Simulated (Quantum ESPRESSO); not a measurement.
## ZrO2 under changes of volume

One of the cells (10.990 Å³/atom); the others are scaled copies at fixed shape and fractional positions:

```
Zr O
1.0
     0.00000    2.54507    2.54507
     2.54507    0.00000    2.54507
     2.54507    2.54507    0.00000
Zr O
1 2
Cartesian
  0.0000 0.0000 0.0000
  3.8176 3.8176 3.8176
  1.2725 1.2725 1.2725
```

Measurements of this composition are mostly on another form, of space group No. 14.

```yaml
Program: Quantum ESPRESSO 7.5
Functional: LDA
Potentials_or_basis: PseudoDojo 0.4.1 SR LDA standard
Cutoff: 1143 eV
Density_cutoff: 4572 eV
k_mesh: 9 × 9 × 9
Occupations: fermi-dirac, width 0.05 eV
Spin: no spin polarisation
```

```csv
volume (Å³/atom),energy over the lowest point (meV/atom),pressure (GPa),gap on the mesh (eV)
10.331,4.71,6.5,3.47
10.551,0.00,0.4,3.42
10.770,3.10,-5.0,3.36
10.990,?,?,?
11.210,29.63,-14.1,3.25
11.430,51.70,-18.0,3.20
11.650,78.83,-21.5,3.14
```

What does the run at 10.990 Å³/atom give?

Energy over the lowest point 13.22 meV/atom; pressure -9.8 GPa; gap on the mesh 3.30 eV.

Worked out: A Birch-Murnaghan fit of order 3 (a polynomial in V^(-2/3)) to the other rows has its minimum at 10.57 Å³/atom with B0 = V·E''(V) = 271 GPa and B' = 4.3. It gives 13.22 meV/atom at 10.990 Å³/atom, against the run's 13.22, and -dE/dV = -9.7 GPa, against -9.8. A straight line through the other rows of the gap, of slope -2.75 eV per unit of ln V, gives 3.30 eV, against the run's 3.30.

Energies are extrapolated to zero smearing.

Caveats: an odd mesh through Γ misses points on the zone boundary, where band edges often lie. Spin-orbit coupling on Zr is left out.
